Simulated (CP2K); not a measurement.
The system is MgO2.

```xyz
3
Lattice="3.9549 0.0000 0.0000 2.6526 2.9334 0.0000 2.6526 1.1776 2.6867" Properties=species:S:1:pos:R:3 pbc="T T T"
Mg    0.0000    0.0000    0.0000
O     5.2896    2.3483    1.5347
O     3.9707    1.7628    1.1520
```

The cell comes from a database or a generator and needn't be the stable form of this composition.

Base run:

```yaml
Program: CP2K 2026.2
Functional: SCAN
Potentials_or_basis: POTENTIAL_UZH Mg GTH-SCAN-q10, O GTH-SCAN-q6; TZVP-MOLOPT-SCAN-GTH basis
Density_cutoff: 19048 eV
k_mesh: 10 × 10 × 10
Occupations: fermi-dirac, width 0.05 eV
Spin: no spin polarisation
```

Its results: band gap on the k mesh 2.97 eV, direct; pressure -3.5 GPa; largest force 0.095 eV/Å.

The run is repeated on the same cell with these changes: functional from SCAN to TASK; ngrids from 4 to 5. What comes out?

Band gap on the k mesh 3.43 eV, direct; pressure 10.2 GPa; largest force 0.323 eV/Å.

Caveats: the basis of atomic orbitals isn't converged, which shifts pressures, moduli and gaps; the potentials were made for another functional, which shifts forces and pressure (some runs).

Not every run made on this cell is shown here.
